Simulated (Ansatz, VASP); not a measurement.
# One calculation of Zn, two programs

```
Zn
1.0
     0.00000    1.96478    1.96478
     1.96478    0.00000    1.96478
     1.96478    1.96478    0.00000
Zn
1
Direct
  0.00000 0.00000 0.00000
```

Alike in both runs: task single point; functional PBE; k mesh 12 × 12 × 12; occupations fermi-dirac, width 0.05 eV; no spin polarisation.

|  | VASP | Ansatz |
| --- | --- | --- |
| version | VASP 6.6.1 | Ansatz 0.2.0 |
| potentials or method | VASP PAW PBE potentials, release 64 (Zn), cutoff 520 eV | all-electron LAPW, scalar-relativistic |

Ansatz gave:

```
gap on the k mesh at the Fermi level (eV) : none
pressure (GPa)                            : -0.2
```

Estimate VASP's values.

gap on the k mesh at the Fermi level (eV): none; pressure (GPa): 0.1.

A gap of «none» marks a metal or a gap that the smearing closes. Ansatz ran all-electron here, so the differences hold the error of VASP's frozen core and of both bases.
